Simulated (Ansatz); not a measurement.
## CuO under changes of volume

One of the cells (9.699 Å³/atom); the others are scaled copies at fixed shape and fractional positions:

```
CELL_PARAMETERS angstrom
3.17953 0.00000 0.00000
-1.58977 2.75356 0.00000
0.00000 0.00000 4.43149
ATOMIC_POSITIONS crystal
Cu 0.00000 0.00000 0.00000
Cu 0.00000 0.00000 0.50000
O 0.33333 0.66667 0.25000
O 0.66667 0.33333 0.75000
```

Measurements of this composition are mostly on another form, of space group No. 15.

```yaml
Program: Ansatz 0.2.0
Functional: PBE
Potentials_or_basis: Ansatz PAW
Cutoff: "420 eV (not typed: the program's choice for these potentials)"
k_mesh: 10 × 10 × 6
Occupations: fermi-dirac, width 0.05 eV
Spin: no spin polarisation
```

```csv
volume (Å³/atom),energy over the lowest point (meV/atom),pressure (GPa)
9.117,52.07,20.0
9.311,31.10,14.9
9.505,16.00,10.3
9.699,?,?
9.893,0.98,2.6
10.087,0.00,-0.7
10.281,2.76,-3.7
```

What does the run at 9.699 Å³/atom give?

Energy over the lowest point 6.14 meV/atom; pressure 6.2 GPa.

Worked out: A Birch-Murnaghan fit of order 3 (a polynomial in V^(-2/3)) to the other rows has its minimum at 10.04 Å³/atom with B0 = V·E''(V) = 164 GPa and B' = 4.8 at fixed shape and positions, which overstates the stiffness. It gives 6.15 meV/atom at 9.699 Å³/atom, against the run's 6.14, and -dE/dV = 6.1 GPa, against 6.2.

Energies are extrapolated to zero smearing.

Caveats: the run has no spin polarisation, though such a crystal can be magnetic.
